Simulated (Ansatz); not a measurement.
A (100) slab of ZnO (P6_3mc (No. 186)), 8 planes, outer planes ZnO (top) and ZnO (bottom), with 16 atoms (Zn8O8) in a surface cell of A = 16.842 Å², as cut from the bulk:

```yaml
crystal:
  lattice:
    - [3.23002, 0.00000, 0.00000]
    - [0.00000, 5.21430, 0.00000]
    - [0.00000, 0.00000, 24.32427]
  atoms:
    - { symbol: Zn, position: [0.00000, 0.99842, 0.30833] }
    - { symbol: O, position: [0.00000, 0.61948, 0.30833] }
    - { symbol: Zn, position: [0.50000, 0.49842, 0.34667] }
    - { symbol: O, position: [0.50000, 0.11948, 0.34667] }
    - { symbol: Zn, position: [0.50000, 0.99842, 0.42333] }
    - { symbol: O, position: [0.50000, 0.61948, 0.42333] }
    - { symbol: Zn, position: [0.00000, 0.49842, 0.46167] }
    - { symbol: O, position: [0.00000, 0.11948, 0.46167] }
    - { symbol: Zn, position: [0.00000, 0.99842, 0.53833] }
    - { symbol: O, position: [0.00000, 0.61948, 0.53833] }
    - { symbol: Zn, position: [0.50000, 0.49842, 0.57667] }
    - { symbol: O, position: [0.50000, 0.11948, 0.57667] }
    - { symbol: Zn, position: [0.50000, 0.99842, 0.65333] }
    - { symbol: O, position: [0.50000, 0.61948, 0.65333] }
    - { symbol: Zn, position: [0.00000, 0.49842, 0.69167] }
    - { symbol: O, position: [0.00000, 0.11948, 0.69167] }
```

These are results of DFT PBEsol, scalar-relativistic, plane waves, PAW in Ansatz, not measurements. Cutoff 420 eV; k points 8×5×1 on the computed 16-atom cell (Γ-centred); Gaussian smearing, width 0.05 eV; no spin polarisation. The cell repeats along c with a dipole correction in the vacuum.

Against the same 16 atoms in the bulk, the slab as cut lies 2.859 eV higher and the relaxed slab 2.099 eV higher.

(1) Work out the surface energy before and after relaxation.

(2) What is the ideal work of this cut, per area?

Answers

(1) The slab has two faces, so γ = (E_slab − N·E_bulk)/(2A), the mean of both. As cut: 2.859/(2 × 16.842) = 0.0849 eV/Å², and 1 eV/Å² = 16.02 J/m², so γ = 1.36 J/m². Relaxed: 2.099/(2 × 16.842) = 0.0623 eV/Å² = 1.00 J/m². Relaxation recovers 27 % of the cost of cutting.

(2) Griffith's ideal work is 2γ: 2.72 J/m² if the new faces stay rigid, 2.00 J/m² if they relax. Other cuts parallel to this plane can cost less. One thickness was run, 8 planes, so γ can still shift with it.

Relaxation lowers the surface energy from 1.36 to 1.00 J/m², a substantial gain for a face that keeps its in-plane periodicity. The cut runs between the more widely spaced planes and severs one Zn–O bond per surface atom, leaving every outermost atom threefold coordinated. Each plane holds equal numbers of Zn and O, so the face is nonpolar, and the electrons of the broken bonds can be accommodated by filling the O dangling orbitals and emptying those of Zn. No metallic surface charge is then needed for compensation.

The energy recovered probably comes mainly from a tilt of the surface Zn–O pairs, with Zn sinking towards a flatter, sp²-like site while O keeps a pyramidal environment with a filled lone pair. This is the usual relaxation of nonpolar wurtzite faces, but the energies alone cannot confirm it. A screw axis of the crystal makes the two faces of the slab as cut equivalent, so the unrelaxed mean is also the energy of each individual face.
